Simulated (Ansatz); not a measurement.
**Pressure against volume: BaTiO$_{3}$**

```
Ba Ti O
1.0
     4.00730    0.00000    0.00000
     0.00000    4.00730    0.00000
     0.00000    0.00000    4.00730
Ba Ti O
1 1 3
Direct
  0.50000 0.50000 0.50000
  0.00000 0.00000 0.00000
  0.50000 0.00000 0.00000
  0.00000 0.50000 0.00000
  0.00000 0.00000 0.50000
```

The cell is COD entry 1507757, as deposited and not checked against the literature; nothing was relaxed.

Spin–orbit coupling is left out, though it moves levels of the heavy atoms by tenths of an eV or more.

Levels of theory: DFT, PBE, all-electron LAPW, scalar-relativistic (Ansatz 0.2.0); DFT, PBE, PAW with Ansatz's default frozen-core files, scalar-relativistic (Ansatz 0.2.0).

For LAPW: a Γ-centred 8×8×8 k mesh, Fermi–Dirac smearing of 0.05 eV, basis error target 1 meV/atom, no spin polarisation. PAW takes a cutoff of 420 eV at this cell. The Ansatz runs share mesh, smearing and spin set-up. Plane-wave (PAW) pressures include the program's estimate of the Pulay term.

The cell above is scaled evenly, with fractional coordinates and shape held.

| V/V(cell) | V (Å³/atom) | P, LAPW (GPa) | P, PAW (GPa) | gap on the k mesh, LAPW (eV) | free energy over the lowest listed, PAW (meV/atom) |
| --- | --- | --- | --- | --- | --- |
| 0.9400 | 12.098 | 13.53 | 13.53 | 1.93 | 35.1 |
| 0.9600 | 12.355 | 9.07 | 9.07 | 1.88 | 17.0 |
| 0.9800 | 12.613 | 5.08 | 5.07 | 1.84 | 5.7 |
| 0.9900 | 12.742 | 3.24 | 3.23 | 1.82 | 2.3 |
| 1.0000 | 12.870 | 1.50 | 1.49 | 1.80 | 0.5 |
| 1.0100 | 12.999 | -0.15 | -0.16 | 1.78 | 0.0 |
| 1.0200 | 13.128 | -1.71 | -1.73 | 1.75 | 0.7 |
| 1.0400 | 13.385 | -4.59 | -4.61 | 1.71 | 5.9 |
| 1.0600 | 13.642 | -7.16 | -7.19 | 1.67 | 15.4 |

Task: What do Birch–Murnaghan fits to the pressures give?

Result: LAPW: V0 = 12.99 Å³/atom, B0 = 163 GPa, B0′ = 4.5; PAW: V0 = 12.99 Å³/atom, B0 = 163 GPa, B0′ = 4.5.

PAW's V0 lies -0.01 % from the all-electron value and its B0 0.2 %. Symmetry fixes shape and coordinates here, so this is the relaxed modulus.
